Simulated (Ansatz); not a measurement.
Crystal: MoS2.

```
Mo S
1.0
     1.58000    0.91221    6.15000
    -1.58000    0.91221    6.15000
     0.00000   -1.82443    6.15000
Mo S
1 2
Cartesian
  0.0000 0.0000 0.0000
  0.0000 0.0000 7.6936
  0.0000 0.0000 4.6125
```

Measurements of this composition are mostly on another form, of space group No. 194.

A run of Ansatz 0.2.0 on this cell left the log below. Logs are shortened: lines on timing, memory, paths and dates and some standing lists are left out, and cuts for length are marked.

```text
Warning: RAYON_NUM_THREADS=2 ignored (pool sized by the plan → 2); use --threads N
basis.fft_grid_basis auto: the FFT boxes are laid along the combinations [[1, 0, -1], [0, 1, -1], [0, 0, 1]] of the cell's own vectors, 3.160, 3.160 and 6.415 Å long. The dense box has 24×24×45 points. Along the cell's own vectors, as sized, it would have 45×45×45, 3.52 times as many. Of the 6 symmetry operations that the crystal satisfies within crystal.symmetry.tolerance (time reversal apart; of a slab, those that keep its plane) the dense box along the cell's own vectors carries 6, and the one as laid loses 4 of those. basis.fft_grid_basis: typed keeps the cell's own vectors: state it where this run's energies or levels are differenced outside the engine with another run's, or held beside a run that keeps those vectors.
Engine: ansatz 0.2.0, x86_64-unknown-linux-gnu
Pseudopotentials: kind: paw
Pseudopotential: Mo, paw, valence charge 14, recommended cutoff 420 eV (normal), Mo.paw.azcp
Pseudopotential: S, paw, valence charge 6, recommended cutoff 420 eV (normal), S.paw.azcp
Functional definition: PBEsol
  exchange = pbesol_x
  correlation = pbesol_c
Crystal: 3 atoms, lattice volume = 53.184 Å³
Basis set: ecut = 420 eV, 1011 PW (Γ), FFT grids on a1−a3, a2−a3, a3, exchange–correlation on 48×48×90 points (8 copies of the dense FFT grid, shifted against one another)
Bands: 17, of which v1, the nominal top of the filled ones, is band 13 counted from 1 (12 counted from 0)
Symmetry: 6 space group operations
Space group: R3m (ITA 160), of the structure as read, at distance tolerance 3.8e-5 Å
k-points: 116 of 1000 (time reversal used)
Non-local potential: Mo, projectors of the file, l = 0: 3, l = 1: 2, l = 2: 2, l = 3: 1
Non-local potential: S, projectors of the file, l = 0: 2, l = 1: 2, l = 2: 2
PAW form: soft (Blöchl's): semilocal exchange-correlation on the pseudo side does not see the compensation charge
PAW frozen core: Mo, regenerated for the run's functional, and the local potential with it (the file was generated under x = pbe(κ = 0.804, μ = 0.2195149727645171), c = pbe(β = 0.06672455060314922))
PAW frozen core: S, regenerated for the run's functional, and the local potential with it (the file was generated under x = pbe(κ = 0.804, μ = 0.2195149727645171), c = pbe(β = 0.06672455060314922))
PAW one-centre angular grid: Mo, 590 points (default); XC on 64 Gauss nodes
PAW one-centre angular grid: S, 110 points (default); XC on 64 Gauss nodes
Initial density: superposition of atomic densities (neutral atoms: chi_scale 0, normalization atom), corrected by the library's trained network
Initial wavefunctions: pseudopotential atomic-orbital guess
Functional: x = pbesol(κ = 0.804, μ = 0.12345679012345678), c = pbesol(β = 0.046)
SCF iter   1: F=—  HF=-6670.159579 eV  |F-HF|=—  |Δ(HF+E_count)|=         —  Δρ=6.68e-3  dr2=1.62e-2  ethr=1.77e-3  ⟨swp⟩=5.9  Hψ=10891  notcnv=0
[... 102 lines left out ...]
  E_hartree    = 798.891783
  E_xc         = -375.825637
  E_vxc        = -404.772264  (∫ρ·V_xc dr)
  E_paw        = -4311.917255  (= ΣΔE_a)
  E_vpaw       = -154.742438  (= ΣTr[D̂ρ^β])
  E_aug_tail   = 0.000030  (compensation charges beyond the density's cutoff)
  E_ewald      = -1583.278783
  E_core_change = 0.333198  (= ΣΔE_core)
  E_smearing   = -0.000000  (= −TS)
  E_closure    = 0.000000  (closes the sum)
  Σ components = -6670.168010   (vs F -6670.168010, Δ=0.00e0)
--- Forces (eV/Å), atoms counted from 1 ---
  atom   1  Mo    -0.00000000    -0.00000000    -0.00023455
  atom   2  S      0.00000000     0.00000000    -0.00017250
  atom   3  S      0.00000000    -0.00000000     0.00040896
  max |Σ_I F_I| component: 1.91e-6 eV/Å
--- Stress (GPa, compression-positive) ---
       -0.000398       0.000000       0.000000
        0.000000      -0.000398      -0.000000
        0.000000      -0.000000       0.011822
  P = ⅓ Tr σ = 0.0037 GPa (0.037 kbar)
--- Band table (eV; the first three rows and the last of 116) ---
  k-point 0: bands = ["-50.6362", "-24.8431", "-24.5789", "-24.5789", "-4.2757", "-2.6335", "3.8310", "7.4475", "7.4475", "8.5872", "8.5872", "9.3660", "9.5276", "12.9066", "12.9066", "13.2757", "13.2757"]
  k-point 1: bands = ["-50.6319", "-24.8347", "-24.6212", "-24.5885", "-4.1164", "-2.5802", "4.0151", "7.1131", "7.6126", "7.9856", "8.3432", "9.4648", "9.6971", "12.7547", "12.8124", "13.0949", "13.1774"]
  k-point 2: bands = ["-50.6207", "-24.8127", "-24.7306", "-24.6134", "-3.6724", "-2.4319", "4.4466", "6.4211", "7.0593", "7.8180", "8.0593", "9.3044", "9.4865", "12.0732", "12.7584", "13.0769", "13.6786"]
  k-point 115: bands = ["-50.6362", "-24.8431", "-24.5789", "-24.5789", "-4.0662", "-2.9887", "4.7082", "7.2771", "7.4367", "7.4367", "8.6085", "8.6085", "10.6861", "12.9821", "12.9821", "13.1700", "13.1700"]
--- Relaxed structure (6 steps of the walk, 5 accepted, 1 SCFs on fresh bases) ---
  F+E_penalty+E_count = -6670.16800955 eV   max|allowed force component| = 4.083e-4 eV/Å   (the final SCF, on the basis selected at the relaxed cell)
  cell:  # Å, volume = 53.7248 Å³
    - [1.5715760045595293, 0.9073498292844001, 6.279328357925313]
    - [-1.5715760045595293, 0.9073498292844001, 6.279328357925313]
    - [-4.52090800953223e-34, -1.8146996585688002, 6.279328357925313]
  atoms:
    - { symbol: Mo, position: [0.00010146723457748832, 0.00010146723457748832, 0.00010146723457748829] }
    - { symbol: S, position: [0.4161581236940686, 0.4161581236940686, 0.4161581236940686] }
    - { symbol: S, position: [0.25074040907135386, 0.25074040907135386, 0.25074040907135386] }
```

**Question.** Write the input and the command behind it.

**Answer.** Relaxation of cell and atoms with PBEsol, no spin polarisation. The files as run (others can give the same):

input.yaml
```yaml
crystal:
  lattice:
    - [1.58, 0.9122134253, 6.15]
    - [-1.58, 0.9122134253, 6.15]
    - [0.0, -1.8244268506, 6.15]
  atoms:
    - { symbol: Mo, position: [0.0, 0.0, 0.0] }
    - { symbol: S, position: [0.417, 0.417, 0.417] }
    - { symbol: S, position: [0.25, 0.25, 0.25] }
hamiltonian:
  xc: pbesol
  pseudopotentials: { kind: paw }
kpoints:
  mp_grid: { grid: [10, 10, 10] }
scf:
  occupations: { method: fermi_dirac, width: 0.05 }
output:
  forces: true
  stress: true
  eigenvalues: true
relax:
  f_tol: 0.01
  max_steps: 40
  cell: { stress_tol: 0.05 }
```

Potentials or basis: Ansatz PAW.
Launch:
```sh
$ ansatz run input.yaml --threads 2 --pin off --max-ram 5632MiB --backend cpu --events-out ev --progress --plain --runs-dir out
```

Caveat: the plane-wave basis is chosen anew once the cell has moved, so the energies of steps on either side of that aren't comparable; the PAW data sets come from PBE, with cores solved anew for the run's functional, which leaves a small shift of forces and pressure.
